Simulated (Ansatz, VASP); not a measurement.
# Two plane-wave programs on NaF

POSCAR

```
NaF
1.0
    3.2919462618      0.0000000000      0.0000000000
   -1.6459731309      2.8509090906      0.0000000000
    0.0000000000      0.0000000000      5.5039038203
Na F
2 2
Direct
    0.0000000000      0.0000000000      0.0000000000
    0.0000000000      0.0000000000      0.5000000000
    0.3333333333      0.6666666667      0.2500000000
    0.6666666667      0.3333333333      0.7500000000
```

INCAR.step1

```
PREC = Accurate ; ENCUT = 520
ISMEAR = 0 ; SIGMA = 0.01
LREAL = F ; LASPH = T
NELM = 60 ; NBANDS = 22
GGA = PE ; ALGO = Normal
EDIFF = 1E-4 ; LWAVE = T
LCHARG = F
```

INCAR.step2

```
PREC = Accurate ; ENCUT = 520
EDIFF = 1E-6 ; ISMEAR = 0
SIGMA = 0.01 ; LREAL = F
LASPH = T ; NELM = 60
ALGO = Normal ; ISIF = 2
LWAVE = F ; LCHARG = T
METAGGA = R2SCAN ; LMIXTAU = T
LELF = T ; LVHAR = T
NBANDS = 22 ; ISTART = 1
```

File KPOINTS:

```
Automatic mesh
0
Gamma
  12 12 6
```

Input for Ansatz:

```yaml
crystal:
  lattice:
    - [3.2919462618, 0.0, 0.0]
    - [-1.6459731309, 2.8509090906, 0.0]
    - [0.0, 0.0, 5.5039038203]
  atoms:
    - { symbol: Na, position: [0.0, 0.0, 0.0] }
    - { symbol: Na, position: [0.0, 0.0, 0.5] }
    - { symbol: F, position: [0.3333333333, 0.6666666667, 0.25] }
    - { symbol: F, position: [0.6666666667, 0.3333333333, 0.75] }
kpoints:
  mp_grid: { grid: [12, 12, 6] }
  band_path:
    path:
      - [0.0, 0.0, 0.0]
      - [0.5, 0.0, 0.0]
      - [0.3333333333, 0.3333333333, 0.0]
      - [0.0, 0.0, 0.5]
      - [0.5, 0.0, 0.5]
      - [0.3333333333, 0.3333333333, 0.5]
    npoints: 1
hamiltonian:
  xc: r2scan
scf:
  occupations: { method: fixed }
  n_extra_bands: 5
output:
  forces: true
  stress: true
  eigenvalues: true
```

Change from the starting cell: epitaxial_xy strain +3.6%.

Alike in both runs: task single point; functional r2SCAN; k mesh 12 × 12 × 6; no spin polarisation.

```csv
,VASP,Ansatz
version,VASP 6.6.1,Ansatz 0.2.0
potentials or method,"VASP PAW PBE potentials, release 64 (Na_pv, F)","plane waves, PAW"
plane-wave cutoff (eV),520,500
occupations,"gaussian, width 0.01 eV",fixed
valence electrons in the cell,28,32
```

Ansatz gave:

* gap on the k mesh at the Fermi level (eV): 6.94
* pressure (GPa): -2.6
* largest component of the traceless stress (GPa): 2.64

**Question.** Estimate VASP's values.

**Answer.** gap on the k mesh at the Fermi level (eV): 6.97; pressure (GPa): -3.2; largest component of the traceless stress (GPa): 2.64.

The two sets of potentials don't hold the same shells in valence.

Caveats: the PAW data sets were made with another functional, which shifts forces and pressure a little (VASP). A k mesh can miss the band edges.
